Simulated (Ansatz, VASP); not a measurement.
**Se: VASP beside Ansatz**

```
Se
1.0
    -1.71621    1.71621    1.71621
     1.71621   -1.71621    1.71621
     1.71621    1.71621   -1.71621
Se
1
Direct
  0.00000 0.00000 0.00000
```

This isn't the form of Se at room conditions, which is trigonal, of chains.

Alike in both runs: task single point; functional r2SCAN; k mesh 18 × 18 × 18; occupations gaussian, width 0.05 eV; no spin polarisation.

|  | VASP | Ansatz |
| --- | --- | --- |
| version | VASP 6.6.1 | Ansatz 0.2.0 |
| potentials or method | VASP PAW PBE potentials, release 64 (Se) | scalar-relativistic, plane waves, PAW |
| plane-wave cutoff (eV) | 520 | 500 |
| valence electrons in the cell | 6 | 16 |

Ansatz gave:

| Quantity | Value |
| --- | --- |
| gap on the k mesh at the Fermi level (eV) | none |
| pressure (GPa) | 0.0 |

Question: What did VASP give for the same quantities?

Answer: gap on the k mesh at the Fermi level (eV): none; pressure (GPa): -0.1.

A gap of «none» marks a metal or a gap that the smearing closes. The two sets of potentials don't hold the same shells in valence.

Caveats: the PAW data sets were made with another functional, which shifts forces and pressure a little (VASP).
